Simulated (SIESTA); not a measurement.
# Mg: equation of state with PBE

The system is Mg.

```
Mg
1.0
     3.20930    0.00000    0.00000
    -1.60465    2.77934    0.00000
     0.00000    0.00000    5.21030
Mg
2
Direct
  0.66667 0.33333 0.75000
  0.33333 0.66667 0.25000
```

```json
{"Program": "SIESTA 5.4.2", "Task": "equation of state", "Functional": "PBE", "Potentials or basis": "PseudoDojo 0.4 standard (PBE files)", "Basis": "DZP (energy shift 0.003 Ry; two zetas on semicore shells)", "Grid cutoff": "800 Ry", "Energy shift": "0.003 Ry", "k mesh": "10 × 10 × 5", "Occupations": "fermi-dirac, width 0.05 eV", "Spin": "no spin polarisation"}
```

```
Equilibrium volume                        : 23.88 Å³/atom (rough: see the caveat)
Bulk modulus at fixed shape and positions : 37 GPa (rough)
```

Energy against volume, from the lowest point:
```tsv
volume (Å³/atom)	energy (meV/atom)
21.843	21.87
22.308	12.65
22.772	6.08
23.237	1.93
23.702	0.00
24.167	0.12
24.631	2.47
```

All runs of the series together: 90 s on 1 thread of Arm Neoverse V2 (shared host).

Caveat: the fit is doubtful: noisy points or a state that changes with volume; the cell was scaled at fixed shape and fractional positions, which overstates the stiffness of a crystal with free parameters, most of all of layers and chains; the basis of atomic orbitals isn't converged, which shifts pressures, moduli and gaps.
